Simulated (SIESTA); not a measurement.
# ZrS2 and the effect of spin-orbit coupling

Symmetry: P-3m1, No. 164, trigonal system. The conventional cell has a = 3.691 Å, b = 3.691 Å, c = 6.041 Å, α = 90.00°, β = 90.00°, γ = 120.00°. Zr (site symmetry -3m) is surrounded by 6 S at 2.57 Å. Around S (site symmetry 3m) lie 3 Zr at 2.57 Å.

Kept alike: task band structure; functional PBE; k mesh 8 × 8 × 5; occupations fermi-dirac, width 0.05 eV. Program: SIESTA, potentials by row: files PseudoDojo sr-pbe-0.4.1-standard, DZP (energy shift 0.003 Ry; two zetas on semicore shells) (off); files PseudoDojo fr-pbe-0.4-standard, DZP (energy shift 0.003 Ry; two zetas on semicore shells) (on). The mesh is that of the run's cell of 3 atoms.

```csv
spin-orbit coupling,band gap (eV)
off,0.876
on,0.871
```

Gaps are the smaller of the mesh's and the band path's.

Task: What does spin-orbit coupling change here?

Result: The band gap runs from 0.871 (on) to 0.876 eV (off). Spin-orbit coupling splits p and d bands at the edges, and the more so the heavier the atoms. Measured: 1.68 eV (arxiv:2210.12074); nearest off; on, 0.804 eV off. Semilocal gaps fall short of quasiparticle gaps.
